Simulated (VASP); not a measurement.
# BN (P6_3mc) in VASP: further runs

The runs below take BN through single point, with r2SCAN.

Program: VASP 6.6.1. These are calculated values, not measurements. Logs are shortened: lines on timing, memory, paths and dates and some standing lists are left out, and cuts for length are marked.

## 1. The crystal as given

The structure is hexagonal, space group P6_3mc (No. 186). The conventional cell has a = 2.554 Å, b = 2.554 Å, c = 4.227 Å, α = 90.00°, β = 90.00°, γ = 120.00°. N (site symmetry 3m) is surrounded by 4 B at 1.57 to 1.58 Å. Around B (site symmetry 3m) lie 4 N at 1.57 to 1.58 Å.

Measurements of this composition are mostly on another form, of space group No. 194.

## 2. Single point, r2SCAN

Contents of INCAR:

```
  ADDGRID = F
  ALGO = Normal
  EDIFF = 1E-6
  ENCUT = 400
  ISIF = 2
  ISMEAR = 0
  LASPH = T
  LCHARG = F
  LMIXTAU = T
  LREAL = F
  LWAVE = F
  METAGGA = R2SCAN
  NBANDS = 16
  NELM = 100
  PREC = Accurate
  SIGMA = 0.05
```

Contents of KPOINTS:

```
k-points
0
Gamma
  10 10 6
```

Contents of POSCAR:

```
BN
1.0
    2.5539396017      0.0000000000      0.0000000000
   -1.2769698009      2.2117765748      0.0000000000
    0.0000000000      0.0000000000      4.2268550000
N B
2 2
Direct
    0.3333333333      0.6666666667      0.1252760000
    0.6666666667      0.3333333333      0.6252760000
    0.3333333333      0.6666666667      0.4997240000
    0.6666666667      0.3333333333      0.9997240000
```

Potentials or basis: VASP PAW PBE potentials, release 64 (N_s, B_s).

Started as:

```console
$ cat potpaw_PBE.64/N_s/POTCAR potpaw_PBE.64/B_s/POTCAR > POTCAR
$ mpirun -np 1 vasp_std > vasp.out
```

OUTCAR:

```text
EDIFF = 1E-6
   ENCUT = 400
   ISIF = 2
   ISMEAR = 0
   LASPH = T
   LREAL = F
   METAGGA = R2SCAN
   NELM = 100
   PREC = Accurate

 Found     56 irreducible k-points:

 Following reciprocal coordinates:
            Coordinates               Weight
  0.000000  0.000000  0.000000      1.000000
  0.100000  0.000000  0.000000      6.000000
  0.200000  0.000000  0.000000      6.000000
  0.300000  0.000000  0.000000      6.000000
  0.400000  0.000000  0.000000      6.000000
  0.500000  0.000000  0.000000      3.000000
   k-points           NKPTS =     56   k-points in BZ     NKDIM =     56   number of bands    NBANDS=     16
   number of dos      NEDOS =    301   number of ions     NIONS =      4
   total plane-waves  NPLWV =   9072
   dimension x,y,z NGX =    18 NGY =   18 NGZ =   28
   dimension x,y,z NGXF=    36 NGYF=   36 NGZF=   56
   ions per type =               2   2
   NGX,Y,Z   is equivalent  to a cutoff of  11.72, 11.72, 11.01 a.u.
   NGXF,Y,Z  is equivalent  to a cutoff of  23.43, 23.43, 22.03 a.u.
 SYSTEM =  unknown system
   PREC   = accura    normal or accurate (medium, high low for compatibility)
   ISTART =      0    job   : 0-new  1-cont  2-samecut
   ICHARG =      2    charge: 1-file 2-atom 10-const
   ISPIN  =      1    spin polarized calculation?
   LNONCOLLINEAR =      F non collinear calculations
   LSORBIT =      F    spin-orbit coupling
   LASPH  =      T    aspherical Exc in radial PAW
   ENCUT  =  400.0 eV  29.40 Ry    5.42 a.u.   4.16  4.16  6.89*2*pi/ulx,y,z
   NELM   =    100;   NELMIN=  2; NELMDL= -5     # of ELM steps
   EDIFF  = 0.1E-05   stopping-criterion for ELM
   LREAL  =      F    real-space projection
   EDIFFG = 0.1E-04   stopping-criterion for IOM
   NSW    =      0    number of steps for IOM
   IBRION =     -1    ionic relax: 0-MD 1-quasi-New 2-CG
   NFREE  =      0    steps in history (QN), initial steepest desc. (CG)
   ISIF   =      2    stress and relaxation
   ISYM   =      2    0-nonsym 1-usesym 2-fastsym
   POTIM  = 0.5000    time-step for ionic-motion
   TEBEG  =    0.0;   TEEND  =   0.0 temperature during run
   PSTRESS=    0.0 pullay stress
   NELECT =      16.0000    total number of electrons
   NUPDOWN=      -1.0000    fix difference up-down
   EMIN   =  10.00;   EMAX   =-10.00  energy-range for DOS
   EFERMI =   0.00;   METHOD = LEGACY
   ISMEAR =     0;   SIGMA  =   0.05  broadening in eV -4-tet -1-fermi 0-gaus
   EFERMI_NEDOS =   21; number of points for ismear=-14 and -15
   IALGO  =     38    algorithm
   IMIX   =      4    mixing-type and parameters
     AMIX     =   0.40;   BMIX     =  1.00
     AMIX_MAG =   1.60;   BMIX_MAG =  1.00
  volume/ion in A,a.u.               =       5.97        40.28
  Fermi-wavevector in a.u.,A,eV,Ry     =   1.432600  2.707222 27.923836  2.052344
  Thomas-Fermi vector in A             =   2.552210
   LORBIT       =      0    0 simple, 1 ext, 2 COOP (PROOUT), +10 PAW based schemes
   METAGGA = R2SCAN    functional components
   LHFCALC =     F    Hartree Fock is set to
   AEXX    =    0.0000 exact exchange contribution
   IVDW    =     0    specifies the selected vdW correction
   LEPSILON=     F    determine dielectric tensor
   LRPA    =     F    only Hartree local field effects (RPA)
 non-spin polarized calculation
 Gauss-broadening in eV      SIGMA  =   0.05
  energy-cutoff  :      400.00
  volume of cell :       23.88
 maximum number of plane-waves:       442
 NGX is ok and might be reduce to    18
   NGX =  9   NGY =  9   NGZ = 13

 number of electron      15.9999996 magnetization

 Free energy of the ion-electron system (eV)
  ---------------------------------------------------
  ext. energy  EPLUGINS =         0.00000000
  ---------------------------------------------------
  free energy    TOTEN  =       -38.11653288 eV

  energy without entropy =      -38.11653288  energy(sigma->0) =      -38.11653288

 E-fermi :   9.4137     XC(G=0): -13.5729

 val. band max:        9.1248041850   @ k =   0.0000   0.0000   0.0000
 cond. band min:      15.0555581002   @ k =   0.3000   0.3000   0.0000
 fundamental gap:      5.9307539151
 Fermi energy:         9.4136985735

 k-point     1 :       0.0000    0.0000    0.0000
  band No.  band energies     occupation
      1     -12.2583      2.00000
      2      -8.0677      2.00000
      3      -2.1320      2.00000
      4       6.9327      2.00000
      5       6.9327      2.00000
      6       8.8452      2.00000
      7       9.1248      2.00000
      8       9.1248      2.00000
      9      18.1465      0.00000
     10      18.1465      0.00000
     11      18.3386      0.00000
     12      19.1867      0.00000
     13      20.4824      0.00000
     14      21.8031      0.00000
     15      21.8031      0.00000
     16      26.3649      0.00000

 k-point     2 :       0.1000    0.0000    0.0000
  band No.  band energies     occupation
      1     -12.0348      2.00000
      2      -7.8975      2.00000
      3      -1.9096      2.00000
      4       5.9204      2.00000
      5       6.5255      2.00000
      6       8.2761      2.00000
      7       8.6266      2.00000
      8       8.8922      2.00000
      9      17.8001      0.00000
     10      18.5868      0.00000
     11      18.6802      0.00000
     12      19.9283      0.00000
     13      21.1416      0.00000
     14      21.9776      0.00000
     15      22.4630      0.00000
     16      25.9902      0.00000

 k-point     3 :       0.2000    0.0000    0.0000
  band No.  band energies     occupation
      1     -11.3755      2.00000
      2      -7.4244      2.00000
      3      -1.2564      2.00000
      4       3.6653      2.00000
      5       5.6448      2.00000
      6       6.3123      2.00000
      7       7.9624      2.00000
      8       8.2913      2.00000
      9      17.2619      0.00000
     10      19.1302      0.00000
     11      19.5201      0.00000
     12      20.7402      0.00000
     13      21.9238      0.00000
     14      23.4107      0.00000
     15      24.0959      0.00000
     16      25.1772      0.00000

 k-point     4 :       0.3000    0.0000    0.0000
  band No.  band energies     occupation
      1     -10.3258      2.00000
      2      -6.8087      2.00000
      3      -0.2252      2.00000
      4       1.2826      2.00000
      5       4.0548      2.00000
      6       4.7755      2.00000
      7       6.8652      2.00000
      8       7.6114      2.00000
      9      16.7746      0.00000
     10      18.9070      0.00000
     11      20.2003      0.00000
     12      20.9775      0.00000
     13      21.9321      0.00000
     14      24.9123      0.00000
     15      25.9452      0.00000
     16      26.0154      0.00000

 k-point     5 :       0.4000    0.0000    0.0000
  band No.  band energies     occupation
      1      -9.0231      2.00000
      2      -6.4984      2.00000
      3      -0.3489      2.00000
      4       0.9956      2.00000
      5       2.1033      2.00000
      6       4.1811      2.00000
      7       5.4975      2.00000
      8       7.1155      2.00000
      9      16.4742      0.00000
     10      18.0612      0.00000
     11      20.4158      0.00000
     12      21.3656      0.00000
     13      22.0464      0.00000
     14      25.2243      0.00000
     15      26.2011      0.00000
     16      27.5339      0.00000

 k-point     6 :       0.5000    0.0000    0.0000
  band No.  band energies     occupation
      1      -8.1177      2.00000
      2      -6.7631      2.00000
      3      -0.7299      2.00000
      4       0.9987      2.00000
      5       1.9526      2.00000
      6       3.9730      2.00000
      7       4.6295      2.00000
      8       6.9371      2.00000
      9      16.3840      0.00000
     10      17.6853      0.00000
     11      20.4382      0.00000
     12      21.2159      0.00000
     13      22.8445      0.00000
     14      24.4278      0.00000
     15      26.6500      0.00000
     16      28.1071      0.00000

 [... further k-points ...]
[... 5 lines left out ...]
  --------------------------------------------------------------------------------------
  -------------------------------------------------------------------------------------
  Total       -0.5056629     -0.5056629     -0.5919421      0.0000000      0.0000000      0.0000000
  in kB      -33.9314498    -33.9314498    -39.7210408      0.0000000      0.0000000      0.0000000
  external PRESSURE =     -35.8613134 kB  Pullay stress =       0.0000000 kB

 VOLUME and BASIS-vectors are now :
 -----------------------------------------------------------------------------
  energy-cutoff  :      400.00
  volume of cell :       23.88
      direct lattice vectors                 reciprocal lattice vectors
     2.553939602  0.000000000  0.000000000     0.391551938  0.226062617  0.000000000
    -1.276969801  2.211776575  0.000000000     0.000000000  0.452125233  0.000000000
     0.000000000  0.000000000  4.226855000     0.000000000  0.000000000  0.236582518

 POSITION                                       TOTAL-FORCE (eV/Angst)
 -----------------------------------------------------------------------------------
     -0.00000      1.47452      0.52952         0.000000     -0.000000     -0.019580
      1.27697      0.73726      2.64295        -0.000000     -0.000000     -0.019580
     -0.00000      1.47452      2.11226         0.000000      0.000000      0.019580
      1.27697      0.73726      4.22569         0.000000     -0.000000      0.019580
 -----------------------------------------------------------------------------------
    total drift:                               -0.000000     -0.000000     -0.000184

  FREE ENERGIE OF THE ION-ELECTRON SYSTEM (eV)
  ---------------------------------------------------
  free  energy   TOTEN  =       -38.1165328788 eV

  energy  without entropy=      -38.1165328788  energy(sigma->0) =      -38.11653288
```

Run time: 61 s. Hardware: 1 thread of Intel Xeon Platinum 8488C (Sapphire Rapids), shared host; peak memory 0.13 GiB.

These settings aren't checked as converged: the numbers below hold their error.

What came out:

```
Free energy            : -38.1165 eV
Pressure               : -3.6 GPa
Largest force          : 0.020 eV/Å
Band gap on the k mesh : 5.93 eV, indirect (least direct gap 8.91 eV)
```

Caveat: the PAW data sets were made with another functional, which shifts forces and pressure a little.

[end of part 1 of 2]
